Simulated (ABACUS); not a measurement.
Input of an ABACUS 3.10.1 run:

Contents of INPUT:

```
INPUT_PARAMETERS
suffix              MnS
calculation         scf
basis_type          pw
pseudo_dir          ./
symmetry            1
dft_functional      pbe
ecutwfc             97
pseudo_rcut         10
nspin               2
nbands              17
ks_solver           dav
smearing_method     fd
smearing_sigma      0.00367493
scf_thr             1e-08
scf_nmax            100
mixing_type         broyden
mixing_beta         0.4
cal_force           1
cal_stress          1
kpar                4
```

STRU

```
ATOMIC_SPECIES
Mn 54.9380 Mn.upf
S 32.0600 S.upf

LATTICE_CONSTANT
1.8897261246

LATTICE_VECTORS
0.0000000000 2.6045000000 2.6045000000
2.6045000000 0.0000000000 2.6045000000
2.6045000000 2.6045000000 0.0000000000

ATOMIC_POSITIONS
Direct

Mn
0.0
1
0.0036870000 0.0020330000 -0.0113660000 1 1 1 mag 4

S
0.0
1
0.5063840000 0.5112610000 0.4877610000 1 1 1 mag 0
```

KPT

```
K_POINTS
0
Gamma
9 9 9 0 0 0
```

Potentials or basis: PseudoDojo NC SR 0.4.1 PBE standard, plane waves.

Run with:

```sh
$ OMP_NUM_THREADS=1 mpirun -np 4 abacus > log
```

Predict the net moment.

4.77 μB per cell.

Estimate the largest force.

0.096 eV/Å.

Forces in eV/Å, atoms in the order of the input:
```
Mn   0.055  0.012  0.078
S   -0.055 -0.012 -0.078
```

Caveat: a cell with one magnetic atom can't hold antiferromagnetic order, which such compounds often take.
